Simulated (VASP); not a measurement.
## TiSe: core levels with LDA

TiSe:

```xyz
2
Lattice="0.0000 3.1030 3.1030 3.1030 0.0000 3.1030 3.1030 3.1030 0.0000" Properties=species:S:1:pos:R:3 pbc="T T T"
Ti    0.0000    0.0000    0.0000
Se    1.5515    1.5515    1.5515
```

The cell comes from a database or a generator and needn't be the stable form of this composition.

| Property | Result |
| --- | --- |
| Program | VASP 6.6.1 |
| Task | core levels |
| Functional | LDA |
| Potentials or basis | VASP PAW LDA potentials, release 64 (Ti_sv, Se) |
| Cutoff | 520 eV |
| k mesh | 8 × 8 × 8 |
| Occupations | gaussian, width 0.02 eV |
| Spin | no spin polarisation |
| Further INCAR settings | ALGO = Normal; EDIFF = 1e-07 |

```yaml
Pressure: -13.3 GPa
Band_gap_on_the_k_mesh: none (metal or under the smearing width)
```

Levels at points of the mesh, in eV from the Fermi level:
```
           k point  band 5  band 6  band 7  band 8  band 9  band 10  band 11  band 12  band 13
(0.00, 0.00, 0.00)  -13.82   -3.54   -3.54   -3.54    0.07     0.07     0.23     2.26     2.26
(0.50, 0.00, 0.00)  -13.48   -4.87   -3.43   -3.43    0.20     0.20     0.20     1.30     1.30
(0.50, 0.50, 0.00)  -13.37   -4.87   -3.41   -3.41   -0.61     0.15     0.43     0.62     0.62
```

Core levels (eV, on the scale of the bands):
| atom | levels |
| --- | --- |
| 1 Ti | 1s -4836.7, 2s -526.4, 2p -435.4 |
| 2 Se | 1s -12431.6, 2s -1591.9, 2p -1401.9, 3s -203.6, 3p -144.0, 3d -44.9 |

Wall time 42 s on 1 thread of Intel(R) Xeon(R) Platinum 8175M CPU @ 2.50GHz (Skylake/Cascade Lake), on a shared host, peak memory 0.18 GiB.
